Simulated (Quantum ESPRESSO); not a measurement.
PbSe:

```xyz
2
Lattice="3.7843 0.0000 0.0000 0.0000 3.7843 0.0000 0.0000 0.0000 3.7843" Properties=species:S:1:pos:R:3 pbc="T T T"
Pb    0.0000    0.0000    0.0000
Se    1.8922    1.8922    1.8922
```

Measurements of this composition are mostly on another form, of space group No. 225.

A run of Quantum ESPRESSO 7.5 on this cell left the log below. Logs are shortened: lines on timing, memory, paths and dates and some standing lists are left out, and cuts for length are marked.

```text
This program is part of the open-source Quantum ESPRESSO suite
     for quantum simulation of materials; please cite
[... 6 lines left out ...]
     using ibrav=0 with symmetry is DISCOURAGED, use correct ibrav instead

     K-points division:     npool     =       2
     Subspace diagonalization in iterative solution of the eigenvalue problem:
     a serial algorithm will be used

     G-vector sticks info
     --------------------
     sticks:   dense  smooth     PW     G-vecs:    dense   smooth      PW
     Sum        1137    1137    333                28887    28887    4457

     Using Slab Decomposition

     bravais-lattice index     =            0
     lattice parameter (alat)  =       7.1513  a.u.
     unit-cell volume          =     365.7302 (a.u.)^3
     number of atoms/cell      =            2
     number of atomic types    =            2
     number of electrons       =        20.00
     number of Kohn-Sham states=           16
     kinetic-energy cutoff     =      70.0000  Ry
     charge density cutoff     =     280.0000  Ry
     scf convergence threshold =      4.0E-10
     mixing beta               =       0.5000
     number of iterations used =            8  plain     mixing
     Exchange-correlation= PBE
                           (   1   4   3   4   0   0   0)

     celldm(1)=   7.151332  celldm(2)=   0.000000  celldm(3)=   0.000000
     celldm(4)=   0.000000  celldm(5)=   0.000000  celldm(6)=   0.000000

     crystal axes: (cart. coord. in units of alat)
               a(1) = (   1.000000   0.000000   0.000000 )
               a(2) = (   0.000000   1.000000   0.000000 )
               a(3) = (   0.000000   0.000000   1.000000 )

     reciprocal axes: (cart. coord. in units 2 pi/alat)
               b(1) = (  1.000000  0.000000  0.000000 )
               b(2) = (  0.000000  1.000000  0.000000 )
               b(3) = (  0.000000  0.000000  1.000000 )

     PseudoPot. # 1 for Pb read from file:
     Pb_ONCV_PBE-1.2.upf
[... 33 lines left out ...]
         1        Pb     tau(   1) = (   0.0000000   0.0000000   0.0000000  )
         2        Se     tau(   2) = (   0.5000000   0.5000000   0.5000000  )

     number of k points=    10  Fermi-Dirac smearing, width (Ry)=  0.0037
                       cart. coord. in units 2pi/alat
        k(    1) = (   0.0000000   0.0000000   0.0000000), wk =   0.0160000
        k(    2) = (   0.0000000   0.0000000   0.2000000), wk =   0.0960000
        k(    3) = (   0.0000000   0.0000000   0.4000000), wk =   0.0960000
        k(    4) = (   0.0000000   0.2000000   0.2000000), wk =   0.1920000
        k(    5) = (   0.0000000   0.2000000   0.4000000), wk =   0.3840000
        k(    6) = (   0.0000000   0.4000000   0.4000000), wk =   0.1920000
        k(    7) = (   0.2000000   0.2000000   0.2000000), wk =   0.1280000
        k(    8) = (   0.2000000   0.2000000   0.4000000), wk =   0.3840000
        k(    9) = (   0.2000000   0.4000000   0.4000000), wk =   0.3840000
        k(   10) = (   0.4000000   0.4000000   0.4000000), wk =   0.1280000

     Dense  grid:    28887 G-vectors     FFT dimensions: (  40,  40,  40)

     Initial potential from superposition of free atoms

     starting charge      19.8800, renormalised to      20.0000

     negative rho (up, down):  5.227E-07 0.000E+00
     Starting wfcs are random

     Self-consistent Calculation

     iteration #  1     ecut=    70.00 Ry     beta= 0.50
     Davidson diagonalization with overlap
     ethr =  1.00E-02,  avg # of iterations =  8.3

     Threshold (ethr) on eigenvalues was too large:
     Diagonalizing with lowered threshold

     Davidson diagonalization with overlap
     ethr =  7.41E-04,  avg # of iterations =  1.3

     negative rho (up, down):  1.734E-08 0.000E+00

     total energy              =    -131.80424951 Ry
     estimated scf accuracy    <       0.14556442 Ry

     iteration #  2     ecut=    70.00 Ry     beta= 0.50
     Davidson diagonalization with overlap
     ethr =  7.28E-04,  avg # of iterations =  1.9
[... 46 lines left out ...]
     iteration #  9     ecut=    70.00 Ry     beta= 0.50
     Davidson diagonalization with overlap
     ethr =  4.06E-11,  avg # of iterations =  1.9

     End of self-consistent calculation

          k = 0.0000 0.0000 0.0000 (  3695 PWs)   bands (ev):

    -7.7400  -7.7400  -7.5857  -7.5857  -7.5857  -3.9310   2.1671   7.7828
     7.7828   7.7828  14.3845  14.3845  15.2908  15.2908  15.2908  20.4856
[... 43 lines left out ...]
    -7.6733  -7.6655  -7.6655  -7.5692  -7.5692  -2.0821   2.3465   6.4415
     6.6914   6.6914   9.4415   9.4415  10.7211  20.7955  21.7418  21.7418

     the Fermi energy is     9.3245 ev

!    total energy              =    -131.85017546 Ry
     estimated scf accuracy    <          7.4E-11 Ry
     smearing contrib. (-TS)   =      -0.00058701 Ry
     internal energy E=F+TS    =    -131.84958845 Ry

     The total energy is F=E-TS. E is the sum of the following terms:
     one-electron contribution =     -26.65152889 Ry
     hartree contribution      =      23.81188508 Ry
     xc contribution           =     -18.12455408 Ry
     ewald contribution        =    -110.88539056 Ry

     convergence has been achieved in   9 iterations

     Forces acting on atoms (cartesian axes, Ry/au):

     atom    1 type  1   force =     0.00000000    0.00000000    0.00000000
     atom    2 type  2   force =     0.00000000    0.00000000    0.00000000

     Total force =     0.000000     Total SCF correction =     0.000000

     Computing stress (Cartesian axis) and pressure

          total   stress  (Ry/bohr**3)                   (kbar)     P=        2.09
   0.00001419   0.00000000   0.00000000            2.09        0.00        0.00
   0.00000000   0.00001419   0.00000000            0.00        2.09        0.00
   0.00000000   0.00000000   0.00001419            0.00        0.00        2.09

=------------------------------------------------------------------------------=
   JOB DONE.
=------------------------------------------------------------------------------=
```

Problem. Write the input and the command behind it.

Solution. Single point with PBE, no spin polarisation. The files as run (others can give the same):

pw.in
```
&CONTROL
  calculation = 'scf'
  prefix = 'pwscf'
  outdir = './tmp'
  pseudo_dir = './pseudo'
  tprnfor = .true.
  tstress = .true.
  disk_io = 'nowf'
/
&SYSTEM
  ibrav = 0
  nat = 2
  ntyp = 2
  ecutwfc = 70
  nbnd = 16
  occupations = 'smearing'
  smearing = 'fd'
  degauss = 0.00367493
/
&ELECTRONS
  conv_thr = 4d-10
  electron_maxstep = 120
  mixing_beta = 0.5
/
ATOMIC_SPECIES
Pb   207.2000 Pb_ONCV_PBE-1.2.upf
Se    78.9710 Se_ONCV_PBE-1.2.upf
CELL_PARAMETERS angstrom
   3.7843220000    0.0000000000    0.0000000000
   0.0000000000    3.7843220000    0.0000000000
   0.0000000000    0.0000000000    3.7843220000
ATOMIC_POSITIONS crystal
Pb     0.0000000000    0.0000000000    0.0000000000
Se     0.5000000000    0.5000000000    0.5000000000
K_POINTS automatic
5 5 5 0 0 0
```

Potentials or basis: SG15 PBE 1.2.
Launch:
```sh
$ OMP_NUM_THREADS=1 mpirun -n 2 pw.x -nk 2 -in pw.in > pw.out
```
